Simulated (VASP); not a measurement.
Write the native input for VASP 6.6.1 that does the following.

```yaml
Task: relaxation of cell and atoms
Functional: PBE
Dispersion: TS
Potentials_or_basis: VASP PAW PBE potentials, release 64 (Pt, S)
Cutoff: 600 eV
k_mesh: 9 × 9 × 5
Occupations: fermi-dirac, width 0.05 eV
Spin: no spin polarisation
Further_INCAR_settings: ALGO = Normal; EDIFF = 1e-07; IBRION = 2; EDIFFG = -0.005; NSW = 40; ISIF = 3
```

The structure of PtS2 lies in POSCAR:

```
PtS2
1.0
    3.5432000000      0.0000000000      0.0000000000
   -1.7716000000      3.0685012107      0.0000000000
    0.0000000000      0.0000000000      5.0388000000
Pt S
1 2
Direct
    0.0000000000      0.0000000000      0.0000000000
    0.6666666667      0.3333333333      0.7730000000
    0.3333333333      0.6666666667      0.2270000000
```

One way to write it, as run:

INCAR

```
PREC     = Accurate       # precision mode
ENCUT    = 600            # plane-wave cutoff, eV
EDIFF    = 1E-7           # SCF threshold, eV
ISMEAR   = -1             # smearing method
SIGMA    = 0.05           # smearing width, eV
LREAL    = False          # projectors in reciprocal space
LASPH    = True           # aspherical terms in the spheres
NELM     = 100            # most SCF steps
ALGO     = Normal         # electronic algorithm
ISIF     = 3              # what is computed and relaxed
LWAVE    = False          # write WAVECAR
LCHARG   = False          # write CHGCAR
GGA      = PE             # functional
IVDW     = 2              # dispersion correction
IBRION   = 2              # ionic algorithm
NSW      = 40             # ionic steps
EDIFFG   = -0.005         # ionic threshold
```

KPOINTS

```
regular mesh
0
Gamma
  9 9 5
```

Potentials or basis: VASP PAW PBE potentials, release 64 (Pt, S).

The run is started by

```sh
$ cat potpaw_PBE.64/Pt/POTCAR potpaw_PBE.64/S/POTCAR > POTCAR
$ mpirun -np 1 vasp_std > vasp.out
```

Results of the run:

```json
{"Relaxed volume": "18.06 Å³/atom", "Relaxed cell": "a = 3.603 Å, b = 3.603 Å, c = 4.819 Å, α = 90.00°, β = 90.00°, γ = 120.00°", "Space group after relaxing (to 0.05 Å)": "P-3m1 (No. 164)", "Energy gained by relaxing": "43.9 meV/atom", "Ionic steps": "22", "Pressure after relaxing": "0.0 GPa", "Band gap on the k mesh": "0.39 eV, indirect (least direct gap 0.92 eV)", "Hirshfeld charges": "Pt +0.19; S -0.09 e", "Dispersion energy per atom": "-0.238 eV"}
```

Caveat: spin-orbit coupling is left out, which moves the levels of the heavy elements; an odd mesh through Γ misses points on the zone boundary, where band edges often lie.

It took 5.4 min on 1 thread of Intel(R) Xeon(R) Platinum 8488C (Sapphire Rapids) (shared host), peak memory 0.23 GiB.
